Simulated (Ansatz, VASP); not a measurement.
# TePb: VASP beside Ansatz

INCAR

```
SYSTEM = TePb
PREC = Accurate ; ENCUT = 520
EDIFF = 1E-7 ; ISMEAR = 0
SIGMA = 0.05 ; LREAL = .FALSE.
LASPH = .TRUE. ; NELM = 60
ALGO = Normal ; ISIF = 2
LWAVE = .FALSE. ; LCHARG = .FALSE.
GGA = PE ; NBANDS = 17
```

File KPOINTS:

```
regular mesh
0
G
  8 8 8
  0 0 0
```

Contents of POSCAR:

```
TePb
1.0
    0.1677476487      3.3130160625      3.3130160625
    3.3130160625      0.1677476487      3.3130160625
    3.3130160625      3.3130160625      0.1677476487
Te Pb
1 1
Direct
    0.5000000000      0.5000000000      0.5000000000
    0.0000000000      0.0000000000      0.0000000000
```

Input for Ansatz:

```yaml
crystal:
  lattice:
    - [0.1677476487, 3.3130160625, 3.3130160625]
    - [3.3130160625, 0.1677476487, 3.3130160625]
    - [3.3130160625, 3.3130160625, 0.1677476487]
  atoms:
    - { symbol: Te, position: [0.5, 0.5, 0.5] }
    - { symbol: Pb, position: [0.0, 0.0, 0.0] }
basis:
  ecutwfc: 420
kpoints:
  mp_grid: { grid: [8, 8, 8] }
hamiltonian:
  xc: pbe
scf:
  occupations: { method: gaussian, width: 0.05 }
output:
  forces: true
  stress: true
  eigenvalues: true
```

Alike in both runs: task single point; functional PBE; k mesh 8 × 8 × 8; occupations gaussian, width 0.05 eV; no spin polarisation.

```csv
,VASP,Ansatz
version,VASP 6.6.1,Ansatz 0.2.0
potentials or method,"VASP PAW PBE potentials, release 64 (Te, Pb_d)","scalar-relativistic, plane waves, PAW"
plane-wave cutoff (eV),520,420
valence electrons in the cell,20,30
```

|  | VASP | Ansatz | Ansatz less VASP |
| --- | --- | --- | --- |
| gap on the k mesh at the Fermi level (eV) | 0.11 | 0.11 | -0.004 |
| least direct gap on the mesh (eV) | 0.55 | 0.55 | -0.004 |
| pressure (GPa) | 2.2 | 2.2 | +0.04 |
| largest component of the traceless stress (GPa) | 0.79 | 0.79 | -0.001 |

The two sets of potentials don't hold the same shells in valence.

Caveats: spin-orbit coupling is left out, which as a rule narrows the gap of such compounds by several tenths of an eV.
